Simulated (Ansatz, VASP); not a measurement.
## Co (Co(0001)) in two plane-wave programs

Aim: how closely do two programs agree when they are given the same cell, functional and k mesh?

Method: plane waves, with VASP 6.6.1 beside it; single point at PBE, in Ansatz 0.2.0.

### Step 1. Set-up

The cell holds 8 atoms: 8 Co. Its edges and angles: a = 2.488 Å, b = 2.488 Å, c = 29.086 Å, α = 90.0°, β = 90.0°, γ = 60.0°. It derives from Co. As first built, before any earlier steps moved the atoms: 8 layers of hcp Co, cut at this functional's lattice. Vacuum lies along c.

As a file:

```cif
data_structure
_symmetry_space_group_name_H-M 'P 1'
_symmetry_Int_Tables_number 1
_cell_length_a 2.4880
_cell_length_b 2.4880
_cell_length_c 29.0862
_cell_angle_alpha 90.000
_cell_angle_beta 90.000
_cell_angle_gamma 60.000
_cell_volume 155.93
loop_
_atom_site_label
_atom_site_type_symbol
_atom_site_fract_x
_atom_site_fract_y
_atom_site_fract_z
_atom_site_occupancy
Co1 Co 0.66667 0.66667 0.25876 1
Co2 Co 0.00000 0.00000 0.32592 1
Co3 Co 0.66667 0.66667 0.39664 1
Co4 Co 0.00000 0.00000 0.46515 1
Co5 Co 0.66667 0.66667 0.53485 1
Co6 Co 0.00000 0.00000 0.60336 1
Co7 Co 0.66667 0.66667 0.67408 1
Co8 Co 0.00000 0.00000 0.74124 1
```

### Step 2. VASP: single point, PBE

With cell and atoms fixed, the geometry can't cause a difference; cores, projectors, grids and the points listed under the comparison can.

Lines of VASP's logs that name or quote its potential files are left out, and so is its time.

Contents of INCAR:

```
SYSTEM = Co
PREC = Normal
ENCUT = 320
EDIFF = 1E-06
NELM = 120
ISMEAR = 1
SIGMA = 0.15
LREAL = .FALSE.
ALGO = Fast
GGA = PE
NBANDS = 58
ISPIN = 2
MAGMOM = 2 2 2 2 2 2 2 2
LASPH = .TRUE.
LMAXMIX = 4
LORBIT = 11
LWAVE = .FALSE.
LCHARG = .TRUE.
KPAR = 4
IDIPOL = 3
LDIPOL = .TRUE.
DIPOL = 0.5 0.5 0.5
LVHAR = .TRUE.
LVACPOTAV = .TRUE.
NEDOS = 1500
```

Contents of POSCAR:

```
Co
1.0
    2.4880051214      0.0000000000      0.0000000000
    1.2440025607      2.1546756399      0.0000000000
    0.0000000000      0.0000000000     29.0861885504
Co
8
Direct
    0.6666666700      0.6666666700      0.2587571865
    0.0000000000      0.0000000000      0.3259164569
    0.6666666700      0.6666666700      0.3966365085
    0.0000000000      0.0000000000      0.4651489153
    0.6666666700      0.6666666700      0.5348510847
    0.0000000000      0.0000000000      0.6033634915
    0.6666666700      0.6666666700      0.6740835431
    0.0000000000      0.0000000000      0.7412428135
```

Contents of KPOINTS:

```
Automatic mesh
0
Gamma
15 15 1
0 0 0
```

Potentials, in the order of the species: Co (PBE family, release 64).

Started as:

```
$ mpirun -np 4 vasp_std
```

Numbers of over 12 decimals in the logs are rounded to 6 here.

Log:

```text
[banner, memory and clock lines left out]
running    4 mpi-ranks, on    1 nodes
 distrk:  each k-point on    1 cores,    4 groups
 distr:  one band on    1 cores,    1 groups

 POSCAR found type information on POSCAR Co
 POSCAR found :  1 types and       8 ions
 LDA part: xc-table for (Slater+PW92), standard interpolation
 POSCAR, INCAR and KPOINTS ok, starting setup
 FFT: planning ... GRIDC
 FFT: planning ... GRID_SOFT
 FFT: planning ... GRID
 WAVECAR not read
 entering main loop
       N       E                     dE             d eps       ncg     rms          rms(c)
DAV:   1     0.464526237729E+03    0.46453E+03   -0.23864E+04  6352   0.105E+03
DAV:   2    -0.236914944489E+02   -0.48822E+03   -0.45087E+03  6274   0.271E+02
DAV:   3    -0.622123635684E+02   -0.38521E+02   -0.35299E+02  6734   0.104E+02
DAV:   4    -0.629183338234E+02   -0.70597E+00   -0.70423E+00  6928   0.160E+01
DAV:   5    -0.629412057224E+02   -0.22872E-01   -0.22871E-01  9480   0.188E+00    0.293E+01
RMM:   6    -0.824673747452E+02   -0.19526E+02   -0.68084E+01  7144   0.571E+01    0.531E+01
RMM:   7    -0.982916455286E+02   -0.15824E+02   -0.14369E+01  7367   0.217E+01    0.640E+01
RMM:   8    -0.665914019593E+02    0.31700E+02   -0.81380E+00  7019   0.185E+01    0.468E+01
RMM:   9    -0.569974706146E+02    0.95939E+01   -0.10566E+01  7211   0.223E+01    0.294E+01
RMM:  10    -0.624861554461E+02   -0.54887E+01   -0.38129E+00  7116   0.123E+01    0.439E+01
RMM:  11    -0.552755782280E+02    0.72106E+01   -0.41878E+00  7277   0.139E+01    0.233E+01
RMM:  12    -0.541332295668E+02    0.11423E+01   -0.77660E-01  6895   0.545E+00    0.181E+01
RMM:  13    -0.530964783796E+02    0.10368E+01   -0.42629E-01  7034   0.408E+00    0.948E+00
RMM:  14    -0.532748796791E+02   -0.17840E+00   -0.19202E-01  6976   0.236E+00    0.696E+00
[...]
RMM:  37    -0.549538091692E+02   -0.41337E-03   -0.27929E-05  7524   0.215E-02    0.386E-02
RMM:  38    -0.549539020248E+02   -0.92856E-04   -0.77215E-06  6825   0.127E-02    0.256E-02
RMM:  39    -0.549539258594E+02   -0.23835E-04   -0.35699E-06  6106   0.916E-03    0.111E-02
RMM:  40    -0.549539431919E+02   -0.17333E-04   -0.10165E-06  4936   0.582E-03    0.932E-03
RMM:  41    -0.549539561319E+02   -0.12940E-04   -0.63136E-07  4794   0.480E-03    0.674E-03
RMM:  42    -0.549539611501E+02   -0.50182E-05   -0.31410E-07  4606   0.311E-03    0.337E-03
RMM:  43    -0.549539658992E+02   -0.47490E-05   -0.26223E-07  4737   0.309E-03    0.176E-03
RMM:  44    -0.549539665852E+02   -0.68601E-06   -0.93211E-08  4508   0.188E-03
|                                                                             |
|           W    W    AA    RRRRR   N    N  II  N    N   GGGG   !!!           |
|           W    W   A  A   R    R  NN   N  II  NN   N  G    G  !!!           |
|           W    W  A    A  R    R  N N  N  II  N N  N  G       !!!           |
|           W WW W  AAAAAA  RRRRR   N  N N  II  N  N N  G  GGG   !            |
|           WW  WW  A    A  R   R   N   NN  II  N   NN  G    G                |
|           W    W  A    A  R    R  N    N  II  N    N   GGGG   !!!           |
|                                                                             |
|     Did not find any points to average over, which means that no vacuum     |
|     field-free region was found. Please increase the size of  your cell     |
|     in the dimension of the dipole correction to obtain accurate            |
|     workfunction values.                                                    |
|                                                                             |

   1 F= -.54953967E+02 E0= -.54954797E+02  d E =0.249196E-02  mag=    13.1067
```

Parts of OUTCAR (step 2):

```text
ion  position               nearest neighbor table
   1  0.667  0.667  0.259-   2 2.42   2 2.42   2 2.42
   2  0.000  0.000  0.326-   1 2.42   1 2.42   1 2.42   3 2.51   3 2.51   3 2.51
   3  0.667  0.667  0.397-   4 2.46   4 2.46   4 2.46   2 2.51   2 2.51   2 2.51
   4  0.000  0.000  0.465-   3 2.46   3 2.46   3 2.46   5 2.48   5 2.48   5 2.48
   5  0.667  0.667  0.535-   6 2.46   6 2.46   6 2.46   4 2.48   4 2.48   4 2.48
   6  0.000  0.000  0.603-   5 2.46   5 2.46   5 2.46   7 2.51   7 2.51   7 2.51
   7  0.667  0.667  0.674-   8 2.42   8 2.42   8 2.42   6 2.51   6 2.51   6 2.51
   8  0.000  0.000  0.741-   7 2.42   7 2.42   7 2.42

  LATTYP: Found a hexagonal cell.
 ALAT       =     2.4880051214
 C/A-ratio  =    11.6905661890

 Subroutine GETGRP returns: Found 12 space group operations
 (whereof  6 operations were pure point group operations)

The static configuration has the point symmetry C_3v.
 The point group associated with its full space group is D_3d.

 Found     27 irreducible k-points:

   k-points           NKPTS =     27   k-points in BZ     NKDIM =     27   number of bands    NBANDS=     58

   dimension x,y,z NGX =    12 NGY =   12 NGZ =  128
   dimension x,y,z NGXF=    24 NGYF=   24 NGZF=  256

   ENCUT  =  320.0 eV  23.52 Ry    4.85 a.u.   3.63  3.63 42.42*2*pi/ulx,y,z

   NELECT =      72.0000    total number of electrons

 k-points in reciprocal lattice and weights: Automatic mesh
   0.00000000  0.00000000  0.00000000       0.004
   0.06666667  0.00000000  0.00000000       0.027
   0.13333333  0.00000000  0.00000000       0.027
   0.20000000 -0.00000000  0.00000000       0.027
   0.26666667  0.00000000  0.00000000       0.027
   0.33333333  0.00000000  0.00000000       0.027
   0.40000000 -0.00000000  0.00000000       0.027
   0.46666667 -0.00000000  0.00000000       0.027
   0.13333333  0.06666667  0.00000000       0.027
[...]
-0.40000000  0.26666667  0.00000000       0.053
  -0.33333333  0.33333333  0.00000000       0.009

 dipolmoment           0.000000      0.000000      0.000000 electrons x Angstroem

 average (electrostatic) potential at core
       1 -84.8949       2 -85.0118       3 -84.9520       4 -84.9416       5 -84.9416
       6 -84.9520       7 -85.0118       8 -84.8949

 E-fermi :   3.6178

 spin component 1
 k-point     1 :       0.0000    0.0000    0.0000
  band No.  band energies     occupation
    ...
     44       2.7138      1.00000
     45       2.7138      1.00000
     46       2.7654      1.00000
     47       2.7654      1.00000
     48       3.4016      1.03017
     49       3.7211      0.04393
     50       8.1544      0.00000
     51       8.4165      0.00000
     52       9.4469      0.00000
     53      10.3660      0.00000
    ...

 k-point     2 :       0.0667    0.0000    0.0000
  band No.  band energies     occupation
    ...
     43       2.6710      1.00000
     44       2.7254      1.00000
     45       2.7793      1.00000
     46       2.7825      1.00000
     47       3.2295      1.00077
     48       3.9500     -0.00376
     49       4.3390     -0.00000
     50       8.2987      0.00000
     51       8.5528      0.00000
     52       9.5848      0.00000
    ...

 k-point     3 :       0.1333    0.0000    0.0000
  band No.  band energies     occupation
    ...
     42       2.6438      1.00000
     43       2.6811      1.00000
     44       2.7528      1.00000
     45       2.8232      1.00000
     46       3.1974      1.00027
     47       3.9663     -0.00246
     48       4.8587     -0.00000
     49       5.4240     -0.00000
     50       8.7313      0.00000
     51       8.9545      0.00000
    ...

 k-point     4 :       0.2000   -0.0000    0.0000
  band No.  band energies     occupation
    ...
     41       2.5505      1.00000
     42       2.6931      1.00000
     43       2.7836      1.00000
     44       2.8688      1.00000
     45       2.9578      1.00000
     46       3.7458     -0.00253
     47       4.7748     -0.00000
     48       5.8839     -0.00000
     49       6.6708      0.00000
     50       9.4513      0.00000
    ...

 k-point     5 :       0.2667    0.0000    0.0000
  band No.  band energies     occupation
    ...
     41       2.6960      1.00000
     42       2.7160      1.00000
     43       2.8147      1.00000
     44       2.9080      1.00000
     45       3.3791      1.02349
     46       4.3995     -0.00000
     47       5.6546     -0.00000
     48       6.9885      0.00000
     49       8.0328      0.00000
     50      10.4151      0.00000
    ...

 k-point     6 :       0.3333    0.0000    0.0000
  band No.  band energies     occupation
    ...
     40       2.6825      1.00000
     41       2.7816      1.00000
     42       2.8607      1.00000
     43       2.9406      1.00000
     44       3.0265      1.00000
     45       3.9749     -0.00194
     46       5.1878     -0.00000
     47       6.5961     -0.00000
     48       8.1075      0.00000
     49       9.4830      0.00000
    ...

  Total       -1.1032372     -1.1032372     -0.3471311      0.0000000      0.0000000      0.0000000
  in kB      -11.3359913    -11.3359913     -3.5668436      0.0000000      0.0000000      0.0000000
  external PRESSURE =      -8.7462754 kB  Pullay stress =       0.0000000 kB

  energy-cutoff  :      320.00
  volume of cell :      155.93
      direct lattice vectors                 reciprocal lattice vectors
     2.488005121  0.000000000  0.000000000     0.401928433 -0.232053489  0.000000000
     1.244002561  2.154675640  0.000000000     0.000000000  0.464106978  0.000000000
     0.000000000  0.000000000 29.086188550     0.000000000  0.000000000  0.034380579

 POSITION                                       TOTAL-FORCE (eV/Angst)
 -----------------------------------------------------------------------------------
      2.48801      1.43645      7.52626         0.000000     -0.000000      0.023782
      0.00000      0.00000      9.47967        -0.000000     -0.000000      0.015233
      2.48801      1.43645     11.53664        -0.000000     -0.000000     -0.026108
      0.00000      0.00000     13.52941        -0.000000     -0.000000     -0.012845
      2.48801      1.43645     15.55678        -0.000000      0.000000      0.012845
      0.00000      0.00000     17.54954         0.000000      0.000000      0.026108
      2.48801      1.43645     19.60652         0.000000      0.000000     -0.015233
      0.00000      0.00000     21.55993         0.000000      0.000000     -0.023782
 -----------------------------------------------------------------------------------
    total drift:                                0.000001      0.000001     -0.000002

  FREE ENERGIE OF THE ION-ELECTRON SYSTEM (eV)
  ---------------------------------------------------
  free  energy   TOTEN  =       -54.9539665852 eV

  energy  without entropy=      -54.9564585470  energy(sigma->0) =      -54.95479724

 vacuum level on the upper side and lower side of the slab         8.524         8.524

 total charge
# of ion       s       p       d       tot
------------------------------------------
    1        0.487   0.415   7.234   8.136
    2        0.491   0.529   7.257   8.277
    3        0.489   0.521   7.253   8.263
    4        0.492   0.528   7.256   8.275
    5        0.492   0.528   7.256   8.275
    6        0.489   0.521   7.253   8.263
    7        0.491   0.529   7.257   8.277
    8        0.487   0.415   7.234   8.136
--------------------------------------------------
tot          3.917   3.984  58.001  65.902

 magnetization (x)
# of ion       s       p       d       tot
------------------------------------------
    1       -0.011  -0.042   1.780   1.727
    2       -0.015  -0.055   1.732   1.661
    3       -0.015  -0.055   1.693   1.622
    4       -0.015  -0.056   1.694   1.622
    5       -0.015  -0.056   1.694   1.622
    6       -0.015  -0.055   1.693   1.622
    7       -0.015  -0.055   1.732   1.661
    8       -0.011  -0.042   1.780   1.727
--------------------------------------------------
tot         -0.114  -0.417  13.795  13.264

[... 6 further parts left out ...]
```

The magnetic state follows from one typed start and may not be the lowest.

[end of part 1 of 2]

[Lines on the potential files, build, host, timing and source positions are cut from VASP's logs without a mark.]

[Logs are printed without paths, hosts, clocks, repeated set-up lines and the standing remarks that a program may print on its own settings, such as how far it seeks lower states.]

[Hosts, paths, dates, database ids (printed as entryN), source tags and the programs' standing remarks are cut or masked in the printed files.]
